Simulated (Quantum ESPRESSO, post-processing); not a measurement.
# O on fcc sites of Ti(0001): a series in the coverage, part 8 of 8

Aim: how the results for O on fcc sites of Ti(0001) change with the coverage.

Quantum ESPRESSO 7.5; plane-wave DFT, PBE, GBRV ultrasoft pseudopotentials.

So far. Step 9 (Relaxing the ions, 0.75 ML): The relaxation lowers the energy by 387 meV an atom. On the free atoms the largest force ends at 0.005 eV/Å. Step 10 (SCF with pw.x, 0.75 ML): Inside the slab this potential holds the local part of the pseudopotentials, which can be repulsive at the nuclei; only its value in the vacuum has a meaning of its own.

## (11) Relaxing the ions, 1 ML (continued)

Step by step:

```tsv
step	energy less that of the first step (eV)	largest force (eV/Å)
1	0.0000	6.1270
2	-1.3053	4.3981
3	-2.0853	1.3364
4	-2.1303	0.5169
5	-2.1346	0.2442
6	-2.1380	0.2972
7	-2.1421	0.3368
8	-2.1483	0.3423
9	-2.1557	0.2939
10	-2.1615	0.1505
11	-2.1621	0.0690
12	-2.1623	0.0176
```

The atoms that moved most (Å):

```tsv
atom	dx	dy	dz	length
O4	0.000	0.000	-0.433	0.433
Ti3	0.000	0.000	0.175	0.175
```

Final coordinates:

```cif
data_structure
_symmetry_space_group_name_H-M 'P 1'
_symmetry_Int_Tables_number 1
_cell_length_a 2.9393
_cell_length_b 2.9393
_cell_length_c 19.9991
_cell_angle_alpha 90.000
_cell_angle_beta 90.000
_cell_angle_gamma 60.000
_cell_volume 149.63
loop_
_atom_site_label
_atom_site_type_symbol
_atom_site_fract_x
_atom_site_fract_y
_atom_site_fract_z
_atom_site_occupancy
Ti1 Ti 0.66667 0.66667 0.34705 1
Ti2 Ti 0.33333 0.33333 0.46318 1
Ti3 Ti 0.66667 0.66667 0.58804 1
O4 O 0.00000 0.00000 0.63132 1
```

The relaxation lowers the energy by 541 meV an atom. On the free atoms the largest force ends at 0.018 eV/Å.

This step gave:

```
free energy  : -5308.4166 eV
Fermi energy : 2.304 eV
```

## (12) SCF with pw.x, 1 ML

m8.esm.in reads:

```
&control
  prefix = 'm8.esm'
  outdir = './out'
  pseudo_dir = './pseudo'
  calculation = 'scf'
  tprnfor = .true.
/
&system
  ibrav = 0
  nat = 4
  ntyp = 2
  ecutwfc = 40
  ecutrho = 200
  occupations = 'smearing'
  smearing = 'mv'
  degauss = 0.02
  assume_isolated = 'esm'
  esm_bc = 'bc1'
/
&electrons
  conv_thr = 1e-07
  mixing_beta = 0.25
  electron_maxstep = 160
  mixing_mode = 'local-TF'
  mixing_ndim = 12
/
ATOMIC_SPECIES
  Ti  47.8670  ti_pbe_v1.4.uspp.F.UPF
  O   15.9990  o_pbe_v1.2.uspp.F.UPF
CELL_PARAMETERS angstrom
  2.93930890900000 0.00000000000000 0.00000000000000
  1.46965445450000 2.54551618476392 0.00000000000000
  0.00000000000000 0.00000000000000 19.99909720195920
ATOMIC_POSITIONS crystal
  Ti  0.666666666700 0.666666666700 -0.142135056750
  Ti  0.333333333400 0.333333333400 -0.026007829050
  Ti  0.666666666700 0.666666666700 0.098853614250
  O   0.000000000000 0.000000000000 0.142135056750
K_POINTS automatic
  9 9 1 0 0 0
```

The run is started by

```sh
> OMP_NUM_THREADS=1 mpirun -n 16 pw.x -nk 4 -in m8.esm.in > m8.esm.out
```

The program printed:

```text
[banner, memory and clock lines left out]
Program PWSCF v.7.5 starts
[...]
Message from routine setup:
[...]
number of electrons       =        42.00
     number of Kohn-Sham states=           25
     kinetic-energy cutoff     =      40.0000  Ry
     charge density cutoff     =     200.0000  Ry
[...]
number of k points=    12  Marzari-Vanderbilt smearing, width (Ry)=  0.0200
[...]
Dense  grid:    48291 G-vectors     FFT dimensions: (  25,  25, 180)
[...]
negative rho (up, down):  5.087E-03 0.000E+00
     Starting wfcs are   34 randomized atomic wfcs
[...]
negative rho (up, down):  2.315E-02 0.000E+00
[...]
estimated scf accuracy    <     328.66088846 Ry
[...]
negative rho (up, down):  1.197E-01 0.000E+00
[...]
estimated scf accuracy    <     184.81898571 Ry
[...]
negative rho (up, down):  9.729E-02 0.000E+00
[...]
estimated scf accuracy    <      21.53754470 Ry
[...]
negative rho (up, down):  8.925E-02 0.000E+00
[...]
estimated scf accuracy    <      10.70644753 Ry
[...]
negative rho (up, down):  7.083E-02 0.000E+00
[...]
estimated scf accuracy    <       5.56590786 Ry
[...]
negative rho (up, down):  4.540E-02 0.000E+00
[...]
estimated scf accuracy    <       2.18783870 Ry
[...]
negative rho (up, down):  4.526E-02 0.000E+00
[...]
estimated scf accuracy    <       3.60087292 Ry
[...]
negative rho (up, down):  4.418E-02 0.000E+00
[...]
estimated scf accuracy    <       2.24160062 Ry
[...]
negative rho (up, down):  3.364E-02 0.000E+00
[...]
estimated scf accuracy    <       0.44896394 Ry
[...]
negative rho (up, down):  2.929E-02 0.000E+00
[...]
estimated scf accuracy    <       3.41153466 Ry
[...]
negative rho (up, down):  3.028E-02 0.000E+00
[...]
estimated scf accuracy    <       0.59414020 Ry
[...]
negative rho (up, down):  1.567E-02 0.000E+00
[...]
estimated scf accuracy    <       0.82287573 Ry
[...]
negative rho (up, down):  3.150E-03 0.000E+00
[...]
estimated scf accuracy    <       0.00000103 Ry
[...]
negative rho (up, down):  3.149E-03 0.000E+00
[...]
estimated scf accuracy    <       0.00000011 Ry
[...]
negative rho (up, down):  3.153E-03 0.000E+00
[...]
estimated scf accuracy    <       0.00000031 Ry
[...]
negative rho (up, down):  3.154E-03 0.000E+00
[...]
estimated scf accuracy    <       0.00000074 Ry
[...]
negative rho (up, down):  3.152E-03 0.000E+00
[...]
estimated scf accuracy    <       0.00000084 Ry
[...]
negative rho (up, down):  3.157E-03 0.000E+00
[...]
estimated scf accuracy    <       0.00000067 Ry
[...]
negative rho (up, down):  3.169E-03 0.000E+00
[...]
estimated scf accuracy    <       0.00000075 Ry
[...]
negative rho (up, down):  3.146E-03 0.000E+00
[...]
estimated scf accuracy    <       0.00000066 Ry
[...]
negative rho (up, down):  3.147E-03 0.000E+00
[...]
estimated scf accuracy    <       0.00000047 Ry
[...]
negative rho (up, down):  3.151E-03 0.000E+00
[...]
the Fermi energy is    -4.7227 ev
!    total energy              =    -390.16138330 Ry
     estimated scf accuracy    <       0.00000002 Ry
     smearing contrib. (-TS)   =      -0.00082599 Ry
     internal energy E=F+TS    =    -390.16055731 Ry
[...]
one-electron contribution =    3827.46919419 Ry
     hartree contribution      =   -1924.77866147 Ry
     xc contribution           =     -61.36695234 Ry
     ewald contribution        =   -2231.48413769 Ry
     convergence has been achieved in  61 iterations
     negative rho (up, down):  3.151E-03 0.000E+00
[...]
Total force =     0.030375     Total SCF correction =     0.000327
[...]
```

It took 16 s on 16 MPI ranks of Arm Neoverse V2, shared host; peak memory 0.96 GiB.

Numbers from this step:

* free energy: -5308.4160 eV
* Fermi energy: -4.723 eV
* vacuum line at the lower end of the cell, over the Fermi level: 4.438 eV
* vacuum line at the upper end of the cell, over the Fermi level: 5.008 eV

Inside the slab this potential holds the local part of the pseudopotentials, which can be repulsive at the nuclei; only its value in the vacuum has a meaning of its own.

## (13) The series side by side

The series in one table:

```tsv
the coverage	adsorption energy an atom, from the free molecule (eV)	work function of the upper face (eV)	work function of the lower face (eV)
0 ML	-	4.423	4.423
0.1111 ML	-	4.313	4.42
0.1667 ML	-	4.27	4.424
0.25 ML	-	4.245	4.437
0.3333 ML	-	4.064	4.446
0.5 ML	-5.702	4.471	4.446
0.6667 ML	-5.624	4.602	4.451
0.75 ML	-5.539	4.55	4.446
1 ML	-5.348	5.008	4.438
```

## (14) By hand

At 1 ML: E_ads = [-5308.4166 − 1 × (-4865.5970)]/1 − (-874.9428)/2 = -5.348 eV. Cells and meshes differ along the series, and any error of the slab's energy is multiplied by the number of slab cells an adsorbate, so no value is given under half a monolayer.

## (15) Outcome

| Quantity | Value |
| --- | --- |
| adsorption energy an atom, from the free molecule, at 0.5 ML and at 1 ML | -5.70, -5.35 eV |
| work function of the upper face, at 0 ML and at 1 ML | 4.42, 5.01 eV |

**Reading.** The series holds 9 members (PBE, GBRV ultrasoft). From 0.5 ML to 1 ML the adsorption energy an atom, from the free molecule rises from -5.70 to -5.35 eV. From 0 ML to 1 ML the work function of the upper face goes from 4.42 to 5.01 eV by way of 4.06 at 0.3333 ML. The untouched lower face should keep its work function but moves by 0.03 eV, since the slab is thin and cells, meshes or relaxed layers differ between members; changes of the upper face are uncertain by about as much. Thin slabs, one site and one ordered pattern a coverage; no reconstruction or subsurface sites; meshes differ a little between cells.

[Logs are printed without paths, hosts, clocks, repeated set-up lines and the standing remarks that a program may print on its own settings, such as how far it seeks lower states.]

[Hosts, paths, dates, database ids (printed as entryN), source tags and the programs' standing remarks are cut or masked in the printed files.]

[Maps of the electrostatic potential energy from Ansatz leave out the sawtooth potential of an applied field or a dipole correction, so their vacuum need not be flat; planar profiles and work functions include it.]
